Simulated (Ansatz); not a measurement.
# 1T-MnSeTe bilayer (like faces together) in a perpendicular field, part 2 of 2

Wanted: the out-of-plane response of the 1T-MnSeTe bilayer (like faces together). A positive field points along +c.

Ansatz 0.2.0; plane-wave DFT, PBE-D3(BJ), Ansatz PAW (the session's first sound run).

So far. Step 7 (Single point, field -0.3 V/Å): The dipole is -0.220 e·Å. Step 8 (Response, atoms held): The induced dipole is that of a conductor 11.52 Å thick.

## (9) Relaxing in the field, field 0.1 V/Å

This step: plane-wave DFT, PBE-D3(BJ), Ansatz PAW (Ansatz 0.2.0).

Now the atoms may follow the field. A weak field makes forces of meV/Å to tens of meV/Å, so the force tolerance is set well below the usual one.

File input.yaml:

```yaml
crystal:
  lattice:
    - [3.6400685019, 0.0, 0.0]
    - [-1.8200342509, 3.1523917941, 0.0]
    - [0.0, 0.0, 26.7862397516]
  atoms:
    - { symbol: Te, position: [0.6666666667, 0.3333333333, 0.3359934087], spin: -0.1 }
    - { symbol: Mn, position: [0.0, 0.0, 0.400087096], spin: 3.0 }
    - { symbol: Se, position: [0.3333333333, 0.6666666667, 0.4493506174], spin: -0.08 }
    - { symbol: Te, position: [0.0, 0.0, 0.6640065913], spin: -0.11 }
    - { symbol: Mn, position: [0.3333333333, 0.6666666667, 0.5999223743], spin: 3.04 }
    - { symbol: Se, position: [0.6666666667, 0.3333333333, 0.5504150649], spin: -0.08 }
magnetization:
  spin_polarized: true
kpoints:
  mp_grid: { grid: [12, 12, 1] }
hamiltonian:
  xc: pbe
  dispersion: d3bj
scf:
  occupations: { method: fermi_dirac, width: 0.05 }
  convergence: { dr2_threshold: 1.0e-10 }
efield:
  axis: 3
  dipole_correction: true
  ramp_position: 0.9657
  ramp_width: 0.0687
  amplitude: 0.1
relax:
  f_tol: 0.001
  max_steps: 60
output:
  write_potential: true
  write_density: true
  volumetric_format: npy
```

Run with:

```console
$ ansatz run input.yaml --threads 4 --pin off --max-ram 12288MiB --backend cpu --events-out ev --progress --plain --runs-dir out
```

The job ended after 79 s (4 threads of Intel Xeon Platinum 8488C (Sapphire Rapids), shared host; peak memory 1.3 GiB; 4.7 min of CPU time).

Hardly anything moved in the relaxation; the energy changed by under 0.2 meV an atom.

Numbers from this step:

```
energy at zero smearing : -32699.9916 eV
total moment            : 5.939 μB
site moments            : -0.1029, 3.003, -0.07796, -0.1072, 3.041, -0.08357 μB
dipole along the normal : 0.07219 e·Å
```

The relaxation took 3 steps and lowered the energy by 3.0e-7 eV; the largest force on the free atoms ends at 7.9e-4 eV/Å.

The dipole is 0.0722 e·Å.

## (10) Relaxing in the field, field -0.1 V/Å

The opposite sign, again from the field-free geometry; the difference of the two cancels what relaxes without a field.

input.yaml: that of step 9 with these lines changed.

```diff
@@ -27,3 +27,3 @@
   ramp_width: 0.0687
-  amplitude: 0.1
+  amplitude: -0.1
 relax:
```

Run time: 66 s. Hardware: 4 threads; peak memory 1.3 GiB; 4.2 min of CPU time.

No atom moved by 0.005 Å in the relaxation.

This step gave:

```
energy at zero smearing : -32699.9919 eV
total moment            : 5.940 μB
site moments            : -0.1052, 3.002, -0.07868, -0.1050, 3.044, -0.08306 μB
dipole along the normal : -0.07391 e·Å
```

The relaxation took 4 steps and lowered the energy by 7.3e-7 eV; the largest force on the free atoms ends at 1.2e-4 eV/Å.

The dipole is -0.0739 e·Å.

## (11) Response, atoms relaxed

This step: plane-wave DFT, PBE-D3(BJ), Ansatz PAW; response to a field along the normal, atoms relaxed (Ansatz 0.2.0).

The same analysis on the two relaxed runs holds the ionic part too; their mesh is coarser, so small differences from the held value can come from that.

This step gave:

| Property | Result |
| --- | --- |
| distance between the outer atoms | 8.787 Å |

Table of dipole of the cell by applied field:

| applied field (V/Å) | dipole of the cell (e·Å) |
| --- | --- |
| -0.1000 | -0.0739 |
| 0.1000 | 0.0722 |

The total moment stays at 5.94 μB for applied field from -0.1 to 0.1 V/Å.

Local field over the applied field, running mean. From the potentials at -0.1 and 0.1 V/Å; running mean over 2.5 Å. The local field over applied field by z:

z (Å), local field over applied field and a bar:
```
      4.5      0.996 ##############################
      5.0      0.990 ##############################
      5.5      0.974 #############################
      6.0      0.935 ############################
      6.5      0.851 ##########################
      7.0      0.714 #####################
      7.5      0.550 ################
      8.0      0.368 ###########
      8.5      0.206 ######
      9.0      0.081 ##
      9.5      0.032 #
     10.0      0.016 
     10.5      0.012 
     11.0      0.011 
     11.5      0.023 #
     12.0      0.012 
     12.5      0.004 
     13.0      0.007 
     13.5      0.007 
     14.0      0.003 
     14.5      0.004 
     15.0      0.006 
     15.5      0.010 
     16.0      0.003 
     16.5      0.006 
     17.0      0.020 
     17.5      0.042 #
     18.0      0.126 ####
     18.5      0.275 ########
     19.0      0.447 #############
     19.5      0.620 ###################
     20.0      0.785 ########################
     20.5      0.896 ###########################
     21.0      0.956 #############################
     21.5      0.983 ##############################
     22.0      0.994 ##############################
     22.5      0.998 ##############################
```

The induced electron density oscillates, so the rows of the table below give means over windows of 0.5 Å about each position, cut where the curve ends. Its maxima inside the range that stand out by 2 % of the span (Å: e/Å³ per V/Å): 7.74: 0.00356, 8.63: 0.00279, 10.42: 0.00469, 11.76: 6.8e-4, 12.95: -1.7e-4, 15.03: 0.00631, 16.37: 9.2e-4, 18.16: 0.00105. Its minima: 8.33: 0.00244, 9.38: -0.00121, 11.01: -0.00516, 12.20: -0.00105, 14.43: -0.00613, 15.77: -1.0e-4, 17.41: -0.00241, 19.05: -0.00323.

Electrons, planar mean, per unit field. Table of induced electron density by z; means over each step:

| z (Å) | induced electron density (e/Å³ per V/Å) |
| --- | --- |
| 4.5 | 1.7e-5 |
| 5.0 | 4.9e-5 |
| 5.5 | 1.3e-4 |
| 6.0 | 3.4e-4 |
| 6.5 | 8.3e-4 |
| 7.0 | 0.00180 |
| 7.5 | 0.00310 |
| 8.0 | 0.00319 |
| 8.5 | 0.00261 |
| 9.0 | 8.2e-4 |
| 9.5 | -7.1e-4 |
| 10.0 | 0.00106 |
| 10.5 | 0.00295 |
| 11.0 | -0.00366 |
| 11.5 | -7.0e-4 |
| 12.0 | -8.3e-5 |
| 12.5 | -6.4e-4 |
| 13.0 | -1.9e-4 |
| 13.5 | -3.5e-4 |
| 14.0 | -0.00138 |
| 14.5 | -0.00434 |
| 15.0 | 0.00430 |
| 15.5 | 8.8e-4 |
| 16.0 | 2.0e-4 |
| 16.5 | 7.4e-4 |
| 17.0 | -6.6e-4 |
| 17.5 | -0.00196 |
| 18.0 | 3.5e-4 |
| 18.5 | -9.7e-4 |
| 19.0 | -0.00304 |
| 19.5 | -0.00245 |
| 20.0 | -0.00129 |
| 20.5 | -5.5e-4 |
| 21.0 | -2.3e-4 |
| 21.5 | -8.5e-5 |
| 22.0 | -3.1e-5 |
| 22.5 | -1.1e-5 |

The induced dipole is that of a conductor 11.52 Å thick.

## (12) A changed input: hamiltonian.dispersion = "d3bjatm"

This step: plane-wave DFT, PBE-D3(BJ), Ansatz PAW, but for the change named below (Ansatz 0.2.0).

A run with a changed input: it repeats the earlier run at 0.1 V/Å with hamiltonian.dispersion from d3bj to d3bjatm.

input.yaml: that of step 10 with these lines changed.

```diff
@@ -15,6 +15,9 @@
 kpoints:
-  mp_grid: { grid: [12, 12, 1] }
+  mp_grid: { grid: [18, 18, 1] }
+  band_path:
+    path: [[0, 0, 0], [0.5, 0, 0], [0.33333333, 0.33333333, 0], [0, 0, 0]]
+    npoints: 16
 hamiltonian:
   xc: pbe
-  dispersion: d3bj
+  dispersion: d3bjatm
 scf:
@@ -27,6 +30,3 @@
   ramp_width: 0.0687
-  amplitude: -0.1
-relax:
-  f_tol: 0.001
-  max_steps: 60
+  amplitude: 0.1
 output:
```

Wall time 72 s (4 threads); peak memory 1.8 GiB; 4.7 min of CPU time.

Numbers from this step:

```yaml
energy_at_zero_smearing: -32699.9085 eV
total_moment: 5.945 μB
site_moments: -0.1029, 3.003, -0.07694, -0.1075, 3.043, -0.08217 μB
dipole_along_the_normal: 0.07242 e·Å
```

Deep bands are left out, so band numbers here count from the lowest band kept and differ from the log's. Electronic bands along the path, in eV, zero at the Fermi level; # counts the bands kept:

| point | up #17 | up #18 | up #19 | up #20 | down #9 | down #10 | down #12 | down #13 |
| --- | --- | --- | --- | --- | --- | --- | --- | --- |
| Γ | 0.50 | 0.50 | 1.91 | 1.91 | 0.11 | 0.11 | 0.15 | 0.48 |
| halfway | -0.63 | -0.32 | -0.06 | 0.85 | -1.44 | -1.12 | -0.88 | 0.18 |
| M | -1.69 | -1.42 | 0.69 | 0.90 | -2.15 | -2.01 | -1.35 | -0.01 |
| halfway | -1.71 | -1.48 | 0.11 | 0.31 | -2.44 | -2.37 | -1.94 | 0.44 |
| K | -1.74 | -1.74 | -0.23 | -0.11 | -2.47 | -2.29 | -2.11 | 0.67 |
| halfway | -0.95 | -0.41 | 0.28 | 0.41 | -1.72 | -1.68 | -1.25 | 0.41 |
| Γ | 0.50 | 0.50 | 1.91 | 1.91 | 0.11 | 0.11 | 0.15 | 0.48 |

| quantity | this run | earlier run | difference |
| --- | --- | --- | --- |
| dipole along the normal (e·Å) | 0.07242 | 0.07242 | 0 |
| total moment (μB) | 5.945 | 5.945 | 0 |

Nothing in the table moves by 0.01 in its unit (for the dipole 0.5 % and 5e-5 e·Å).

## (13) Outcome

```yaml
gap_without_field: none
work_function_upper_face: 4.49 eV
equivalent_conductor_thickness_atoms_held: 11.5 Å
equivalent_conductor_thickness_atoms_relaxed: 11.5 Å
```

The induced dipole equals that of a perfect conductor 11.52 Å thick, while the outer atoms lie 8.79 Å apart. There is no gap over 0.03 eV, with or without the field. For an open d or f shell that can be the fault of a semilocal functional without a Hubbard term. The magnetic order is the one reached from the typed start; other orders were not compared. Spin-orbit coupling is left out, which matters for the bands of elements this heavy.

[Logs are printed without paths, hosts, clocks, repeated set-up lines and the standing remarks that a program may print on its own settings, such as how far it seeks lower states.]

[Hosts, paths, dates, database ids (printed as entryN), source tags and the programs' standing remarks are cut or masked in the printed files.]

[Maps of the electrostatic potential energy from Ansatz leave out the sawtooth potential of an applied field or a dipole correction, so their vacuum need not be flat; planar profiles and work functions include it.]
